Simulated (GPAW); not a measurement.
# Al (Fm-3m) in GPAW: settings compared, part 3 of 3

GPAW 26.7.0. The steps go on from the part before.

### 5 Band structure, mBEEF

The input, run.py:

```python
from ase.dft.bandgap import bandgap
from ase.io import read, write
from ase.units import GPa
from gpaw import GPAW, PW

atoms = read('Al.xyz')

calc = GPAW(mode=PW(600),
            xc='mBEEF',
            kpts={'size': (11, 11, 11), 'gamma': True},
            occupations={'name': 'fermi-dirac', 'width': 0.05},
            nbands=7,
            convergence={'density': 1e-05, 'energy': 1e-05},
            maxiter=150,
            txt='gpaw.txt')
atoms.calc = calc
energy = atoms.get_potential_energy()
forces = atoms.get_forces()
stress = atoms.get_stress()
calc.write('gs.gpw')
write('result.traj', atoms)
print(f'Energy: {energy:.6f} eV')
print('Forces (eV/A):')
print(forces.round(4))
print('Stress (GPa):', (stress / GPa).round(3))
print('Fermi level:', round(calc.get_fermi_level(), 4), 'eV')
print(f'Gap: {bandgap(calc)[0]:.4f} eV, direct: {bandgap(calc, direct=True)[0]:.4f} eV')

path = atoms.cell.bandpath('GXWKGLUWLK,UX', npoints=80, eps=1e-4)
bs_calc = calc.fixed_density(kpts=path, symmetry='off', nbands=13,
                             convergence={'bands': 'CBM+6.0', 'eigenstates': 1e-6}, txt='bands.txt')
bs = bs_calc.band_structure()
bs.write('bs.json')
print(f'Gap on the path: {bandgap(bs_calc)[0]:.4f} eV')
```

The input, Al.xyz:

```xyz
1
Lattice="0.0000000000 2.0248050000 2.0248050000 2.0248050000 0.0000000000 2.0248050000 2.0248050000 2.0248050000 0.0000000000" Properties=species:S:1:pos:R:3 pbc="T T T"
Al     0.0000000000      0.0000000000      0.0000000000
```

Potentials or basis: GPAW PAW data sets (gpaw-data 1.2.1), pw.

Run with:

```bash
$ OMP_NUM_THREADS=1 python run.py
```

gpaw.txt:

```text
__  _  _
 | _ |_)|_||  |
 |__||  | ||/\| - 26.7.0

Input parameters:
  mode=PW(ecut=600.0),
  convergence={'density': 1e-05, 'energy': 1e-05},
  kpts=MonkhorstPack(size=(11, 11, 11), gamma=True),
  maxiter=150,
  nbands=7,
  occupations=Occupations(name='fermi-dirac', width=0.05),
  xc=XC(name='mBEEF')

Diagonalizing LCAO Hamiltonian
Converting LCAO to pw mode

       Al

Atoms  # Å, Bohr magnetons
|   | symbol |        x |        y |        z |    initial magnetic moments |
|---|--------|----------|----------|----------|-----------------------------|
| 0 |     Al | 0.000000 | 0.000000 | 0.000000 | ( 0.0000,  0.0000,  0.0000) |

Unit cell  # Å
| periodic |        x |        y |        z |  lengths |    angles |
|----------|----------|----------|----------|----------|-----------|
|      yes | 0.000000 | 2.024805 | 2.024805 | 2.863507 | 60.000000 |
|      yes | 2.024805 | 0.000000 | 2.024805 | 2.863507 | 60.000000 |
|      yes | 2.024805 | 2.024805 | 0.000000 | 2.863507 | 60.000000 |

Number of symmetries: 48
Symmetry operations  # r_c * U_cc + t_c -> r_c
|    | kind |            matrix            |
|----|------|------------------------------|
|  0 |  σ   |  1, 0, 0,  1, 0,-1,  1,-1, 0 |
|  1 |  C2  |  1, 0, 0,  1,-1, 0,  1, 0,-1 |
|  2 |  E   |  1, 0, 0,  0, 1, 0,  0, 0, 1 |
|  3 |  σ   |  1, 0, 0,  0, 0, 1,  0, 1, 0 |
|  4 |  C4  |  1, 0,-1,  1, 0, 0,  1,-1, 0 |
|  5 |  S6  |  1, 0,-1,  1,-1, 0,  1, 0, 0 |
|  6 |  σ   |  1, 0,-1,  0, 1,-1,  0, 0,-1 |
|  7 |  C3  |  1, 0,-1,  0, 0,-1,  0, 1,-1 |
|  8 |  S6  |  1,-1, 0,  1, 0, 0,  1, 0,-1 |
|  9 |  C4  |  1,-1, 0,  1, 0,-1,  1, 0, 0 |
| 10 |  C3  |  1,-1, 0,  0,-1, 1,  0,-1, 0 |
| 11 |  σ   |  1,-1, 0,  0,-1, 0,  0,-1, 1 |
| 12 |  σ   |  0, 1, 0,  1, 0, 0,  0, 0, 1 |
| 13 |  C4  |  0, 1, 0,  0, 1,-1, -1, 1, 0 |
| 14 |  C3  |  0, 1, 0,  0, 0, 1,  1, 0, 0 |
| 15 |  S6  |  0, 1, 0, -1, 1, 0,  0, 1,-1 |
| 16 |  C2  |  0, 1,-1,  1, 0,-1,  0, 0,-1 |
| 17 |  σ   |  0, 1,-1,  0, 1, 0, -1, 1, 0 |
| 18 |  S4  |  0, 1,-1,  0, 0,-1,  1, 0,-1 |
| 19 |  C4  |  0, 1,-1, -1, 1, 0,  0, 1, 0 |
| 20 |  C3  |  0, 0, 1,  1, 0, 0,  0, 1, 0 |
| 21 |  σ   |  0, 0, 1,  0, 1, 0,  1, 0, 0 |
| 22 |  S6  |  0, 0, 1,  0,-1, 1, -1, 0, 1 |
| 23 |  C4  |  0, 0, 1, -1, 0, 1,  0,-1, 1 |
| 24 |  S4  |  0, 0,-1,  1, 0,-1,  0, 1,-1 |
| 25 |  C3  |  0, 0,-1,  0, 1,-1,  1, 0,-1 |
| 26 |  C2  |  0, 0,-1,  0,-1, 0, -1, 0, 0 |
| 27 |  S6  |  0, 0,-1, -1, 0, 0,  0,-1, 0 |
| 28 |  S4  |  0,-1, 1,  1,-1, 0,  0,-1, 0 |
| 29 |  C4  |  0,-1, 1,  0, 0, 1, -1, 0, 1 |
| 30 |  C2  |  0,-1, 1,  0,-1, 0,  1,-1, 0 |
| 31 |  σ   |  0,-1, 1, -1, 0, 1,  0, 0, 1 |
| 32 |  C3  |  0,-1, 0,  1,-1, 0,  0,-1, 1 |
[... 70 lines left out ...]
      type: gauss
      rc: 0.34  # [Å]
      lmax: 2
    cutoffs:
      filter: 1.91  # [Å]
      core: 2.36  # [Å]
    projectors
    | kind |    occ | energy [eV] | rcut [Å] |
    |------|--------|-------------|----------|
    |   3s |  2.000 |      -7.753 |    1.085 |
    |   3p |  1.000 |      -2.712 |    1.085 |
    |    s |        |      19.459 |    1.085 |
    |    p |        |      24.499 |    1.085 |
    |    d |        |       0.000 |    1.085 |

    Using partial waves for Al as LCAO basis

Reference energy: -6603.423265  # eV

eigensolver:
  PPCG
  Converge bands: occupied
  niter=2

density mixing:
  MSR1-Mixer
  Pratt-step length: 0.05
  Maximum mixing coefficient: 0.75
  Old densities: 10
  SVD Regularization: 0.005
  Good broyden scale: 1.0
  Trust region scale: 1.0
  Backstep threshold: 4.0
  History deletion threshold: 6.0
  Fourier metric: weight=20.0, sigma=0.015

occupation numbers:
  Fermi-Dirac:
    width: 0.0500  # eV

poisson solver:
  ecut: 4800.0  # eV

xc functional:
  name: mBEEF with 2 nearest neighbor stencil

convergence criteria:
- Maximum integral of absolute [dens]ity change: 1e-05 electrons / valence electron
- Maximum [total energy] change in last 3 cyles: 1e-05 eV / valence electron
- Maximum integral of absolute [eigenst]ate change: 4e-08 eV^2 / valence electron
maximum number of iterations: 150

SCF iterations
|iter     | |      energy | eigst |  dens |
|---------|-|-------------|-------|-------|
|iter:   1| |  -22.683578 | -0.23 |       |
|iter:   2| |  -22.132870 | -2.64 | -0.97 |
|iter:   3| |  -22.162643 | -2.59 | -0.97 |
|iter:   4| |  -22.133268 | -3.21 | -1.08 |
|iter:   5| |  -22.135519 | -3.95 | -1.70 |
|iter:   6| |  -22.135732 | -5.43 | -2.43 |
|iter:   7| |  -22.135752 | -6.10 | -3.20 |
|iter:   8| |  -22.135755c| -6.16 | -3.55 |
|iter:   9| |  -22.135754c| -7.57c| -3.73 |
|iter:  10| |  -22.135754c| -8.34c| -4.06 |
|iter:  11| |  -22.135754c| -9.26c| -5.03c|

Converged in 11 steps
Energy contributions relative to reference atoms: (reference = -6603.423265)

Energy contributions:
  Kinetic:           1.899980
  Coulomb:          -0.149163
  Zero:             -0.014029
  External:          0.000000
  Xc:              -23.870623
  Entropy:          -0.003839
  Spinorbit:         0.000000
  ----------------------------
  Free energy:     -22.137674
  Extrapolated:    -22.135754

dipole moment: (-6.935247, -6.935247, -6.935247)  # |e|*Ang

Fermi level: 6.870
Eigenvalues  # (at kpt = [0.000, 0.000, 0.000])
| band index |      eig [eV] | occ [0-2] |
|------------|---------------|-----------|
|          0 |        -4.538 |     2.000 |
|          1 |        19.864 |     0.000 |
|          2 |        19.864 |     0.000 |
|          3 |        19.864 |     0.000 |
|          4 |        21.365 |     0.000 |
|          5 |        21.365 |     0.000 |
|          6 |        21.365 |     0.000 |

No gap
No difference between direct/indirect transitions

Forces  # eV/Ang
|       x |        y |        z |
|---------|----------|----------|
| 0.00000 | -0.00000 | -0.00000 |  # Al   0

Stress tensor  # eV/Ang^3
|         x |         y |         z |
|-----------|-----------|-----------|
|  0.016228 | -0.000000 | -0.000000 |
| -0.000000 |  0.016228 |  0.000000 |
| -0.000000 |  0.000000 |  0.016228 |

# Writing to gs.gpw (mode='')
```

Run time: 32 s. Hardware: 1 thread of Intel Xeon Platinum 8488C (Sapphire Rapids), shared host; peak memory 0.18 GiB.

What came out:

- Free energy: -22.1377 eV
- Pressure: -2.6 GPa
- Band gap along the path: none (metal or under the smearing width)

Levels at the corners of the path, in eV from the Fermi level:
| point | band 1 | band 2 | band 3 | band 4 | band 5 |
| --- | --- | --- | --- | --- | --- |
| Γ | -11.41 | 12.99 | 12.99 | 12.99 | 14.50 |
| X | -3.00 | -1.66 | 5.35 | 5.78 | 5.78 |
| W | -0.87 | -0.87 | 0.10 | 1.19 | 16.25 |
| K | -1.94 | -1.43 | -0.39 | 6.77 | 8.37 |
| Γ | -11.41 | 12.99 | 12.99 | 12.99 | 14.50 |
| L | -4.75 | -4.45 | 11.71 | 11.71 | 11.83 |
| U | -1.94 | -1.43 | -0.39 | 6.77 | 8.37 |
| W | -0.87 | -0.87 | 0.10 | 1.19 | 16.25 |
| L | -4.75 | -4.45 | 11.71 | 11.71 | 11.83 |
| K | -1.94 | -1.43 | -0.39 | 6.77 | 8.37 |
| U | -1.94 | -1.43 | -0.39 | 6.77 | 8.37 |
| X | -3.00 | -1.66 | 5.35 | 5.78 | 5.78 |

Caveat: the PAW data sets were made with another functional, which shifts forces and pressure a little.

### 6 Band structure, PBE

The input, run.py:

```python
from ase.dft.bandgap import bandgap
from ase.io import read, write
from gpaw import GPAW

atoms = read('POSCAR')

calc = GPAW(mode='lcao',
            h=0.16,
            basis='dzp',
            xc='PBE',
            kpts={'size': (11, 11, 11), 'gamma': True},
            occupations={'name': 'fermi-dirac', 'width': 0.05},
            convergence={'density': 1e-05, 'energy': 1e-05},
            maxiter=150,
            txt='gpaw.txt')
atoms.calc = calc
energy = atoms.get_potential_energy()
forces = atoms.get_forces()
calc.write('gs.gpw')
write('result.traj', atoms)
print(f'Energy: {energy:.6f} eV')
print('Forces (eV/A):')
print(forces.round(4))
print('Fermi level:', round(calc.get_fermi_level(), 4), 'eV')
print(f'Gap: {bandgap(calc)[0]:.4f} eV, direct: {bandgap(calc, direct=True)[0]:.4f} eV')

path = atoms.cell.bandpath('GXWKGLUWLK,UX', npoints=60, eps=1e-4)
bs_calc = calc.fixed_density(kpts=path, symmetry='off', txt='bands.txt')
bs = bs_calc.band_structure()
bs.write('bs.json')
print(f'Gap on the path: {bandgap(bs_calc)[0]:.4f} eV')
```

The input, POSCAR:

```
Al
1.0
    0.0000000000      2.0248050000      2.0248050000
    2.0248050000      0.0000000000      2.0248050000
    2.0248050000      2.0248050000      0.0000000000
Al
1
Direct
    0.0000000000      0.0000000000      0.0000000000
```

Potentials or basis: GPAW PAW data sets (gpaw-data 1.2.1), lcao:dzp.

Run with:

```bash
$ OMP_NUM_THREADS=1 python run.py
```

Wall time 6.5 min (1 thread of Intel Xeon Platinum 8488C (Sapphire Rapids), shared host); peak memory 0.16 GiB.

Results (log left out):

```yaml
Free_energy: -3.6628 eV
Band_gap_along_the_path: none (metal or under the smearing width)
```

Levels at the corners of the path, in eV from the Fermi level:
```
point  band 1  band 2  band 3
    Γ  -11.15   13.05   13.05
    X   -2.98   -1.62    5.50
    W   -0.87   -0.87    0.18
    K   -1.93   -1.38   -0.39
    Γ  -11.15   13.05   13.05
    L   -4.64   -4.41   11.52
    U   -1.93   -1.38   -0.39
    W   -0.87   -0.87    0.18
    L   -4.64   -4.41   11.52
    K   -1.93   -1.38   -0.39
    U   -1.93   -1.38   -0.39
    X   -2.98   -1.62    5.50
```

Caveat: the real-space grid adds noise to forces; the basis of atomic orbitals isn't converged, which shifts pressures, moduli and gaps.

### 7 Summary

```tsv
task	level	potentials or basis	cutoff (eV)	eigensolver	band path	band points	grid spacing	pressure (GPa)
equation of state	PBEint	PAW data sets generated in the run's folder for this functional, pw	600	-	-	-	-	-
band structure	revTPSS	GPAW PAW data sets (gpaw-data 1.2.1), pw	600	davidson	GXWKGLUWLK,UX	60	-	-2.0
equation of state	revTPSS	GPAW PAW data sets (gpaw-data 1.2.1), pw	600	davidson	-	-	-	-
band structure	mBEEF	GPAW PAW data sets (gpaw-data 1.2.1), pw	600	-	GXWKGLUWLK,UX	80	-	-2.6
band structure	PBE	GPAW PAW data sets (gpaw-data 1.2.1), lcao:dzp	-	-	GXWKGLUWLK,UX	60	0.16 Å	-
```

Alike in all rows: no spin polarisation; cell as given; k mesh 11 × 11 × 11; smearing fermi-dirac 0.05 eV.

Caveats: the PAW data sets were made with another functional, which shifts forces and pressure a little (some runs); the points scatter about the fit (some runs); the real-space grid adds noise to forces (some runs); the basis of atomic orbitals isn't converged, which shifts pressures, moduli and gaps (some runs).

Absolute energies hang on the potentials; compare differences alone.

### 8 How close it comes

Step 2. Measured bulk modulus of Al: 76.9 GPa (quoted in “The interpretation of polycrystalline coherent inelastic neutron scattering from aluminium”, 2013, pmc:3831299). This calculation gives 83 GPa (+8.5 %). The fit is for a static lattice scaled at fixed shape and fixed fractional positions. The cell as given is a measured one (16.60 Å³/atom); PBEint puts the equilibrium volume -1.4 % from it, thermal expansion not counted.
